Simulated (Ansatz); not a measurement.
BaTiO₃, DFT, PBEsol, PAW with Ansatz's default frozen-core files, scalar-relativistic (Ansatz 0.2.0), run on 2 threads of Intel(R) Xeon(R) Platinum 8488C (Sapphire Rapids) on a shared host.

The cell comes from COD entry 2100860, which wasn't checked; take it as a given geometry. The listed cell was then made from it by scaling, straining or moving an atom.

Command: `ansatz run input.yaml --threads 2 --pin off --max-ram 8192MiB --backend cpu --events-out ev --progress --plain --runs-dir out`

```yaml
crystal:
  lattice:
    - [3.9998, -0.039998, -0.039998]
    - [-0.039998, 3.9998, -0.039998]
    - [-0.04018, -0.04018, 4.018]
  atoms:
    - { symbol: Ba, position: [0.0, 0.0, 0.0] }
    - { symbol: Ti, position: [0.5, 0.5, 0.5] }
    - { symbol: O, position: [0.5, 0.5, 0.0] }
    - { symbol: O, position: [0.5, 0.0, 0.5] }
    - { symbol: O, position: [0.0, 0.5, 0.5] }
kpoints:
  mp_grid: { grid: [7, 7, 7] }
scf:
  occupations: { method: fermi_dirac, width: 0.03 }
hamiltonian:
  xc: pbesol
  pseudopotentials: { kind: paw }
output:
  forces: true
  stress: true
  eigenvalues: true
  efg: { contact_densities: true }
  write_density: true
  write_potential: true
  elf: true
  volumetric_format: npy
```

Problem. How large is the problem that the program sets up?

Solution. 100 irreducible k-points, 1267 plane waves at Γ, 25 bands.

Problem. Estimate the wall time and the peak memory.

Solution. 5.8 s of wall time for 6 SCF iterations, with a peak of 0.58 GiB. Times on shared machines scatter by tens of per cent.

Problem. And the same cell and mesh by crystal-made all-electron datasets, asked for forces, stress, eigenvalues, efg, on the same hardware?

Solution. 25 s, peak memory 1.4 GiB.
